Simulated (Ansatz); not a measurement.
Crystal: AlN.

```
CELL_PARAMETERS angstrom
3.11300 0.00000 0.00000
-1.55650 2.69594 0.00000
0.00000 0.00000 4.98100
ATOMIC_POSITIONS crystal
Al 0.66667 0.33333 0.50000
Al 0.33333 0.66667 0.00000
N 0.66667 0.33333 0.88000
N 0.33333 0.66667 0.38000
```

Base run:

```yaml
Program: Ansatz 0.2.0
Functional: revPBE
Potentials_or_basis: Ansatz PAW
Cutoff: "420 eV (not typed: the program's choice for these potentials)"
k_mesh: 10 × 10 × 6
Occupations: fermi-dirac, width 0.05 eV
Spin: no spin polarisation
```

Its results: band gap on the k mesh 4.24 eV, direct; pressure 6.5 GPa; largest force 0.136 eV/Å.

Q: The run is repeated on the same cell with these changes: functional from revPBE to LDA. What comes out?

A: Band gap on the k mesh 4.24 eV, direct; pressure -4.6 GPa; largest force 0.117 eV/Å.

LDA binds more tightly than revPBE, so the same cell stands under less pressure.

Caveats: the PAW data sets come from PBE, with cores solved anew for the run's functional, which leaves a small shift of forces and pressure.
